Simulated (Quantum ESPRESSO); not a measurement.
# BAs: zone-centre phonons and dielectric response under several settings

```
CELL_PARAMETERS angstrom
0.00000 2.38850 2.38850
2.38850 0.00000 2.38850
2.38850 2.38850 0.00000
ATOMIC_POSITIONS crystal
As 0.75000 0.75000 0.75000
B 0.00000 0.00000 0.00000
```

All runs used Quantum ESPRESSO 7.5; potentials PseudoDojo 0.4.1 SR LDA standard; k mesh 8 × 8 × 8, shifted; no spin polarisation; cutoff 1088 eV; occupations smeared at first, fixed for the response.

```csv
level,geometry,volume (Å³/atom),pressure (GPa),lowest optical mode without the field (cm⁻¹),highest mode with the field (cm⁻¹),ε∞ (mean),ε0 (mean),Born charge of atom 1 (e)
LDA,relaxed cell,13.24,-0.1,701,705,9.60,9.7,0.54
LDA,"given cell, atoms relaxed",13.63,?,?,?,?,?,?
```

Problem. What stands in the row left open?

Solution. Pressure -4.2 GPa; lowest optical mode without the field 681 cm⁻¹; highest mode with the field 684 cm⁻¹; ε∞ 9.71; ε0 9.8; Born charge of atom 1 0.46 e.

Caveats: the cell is more than 3 GPa from zero pressure, which shifts response properties (some runs).

For the row left open. Caveat: the cell is more than 3 GPa from zero pressure, which shifts response properties.
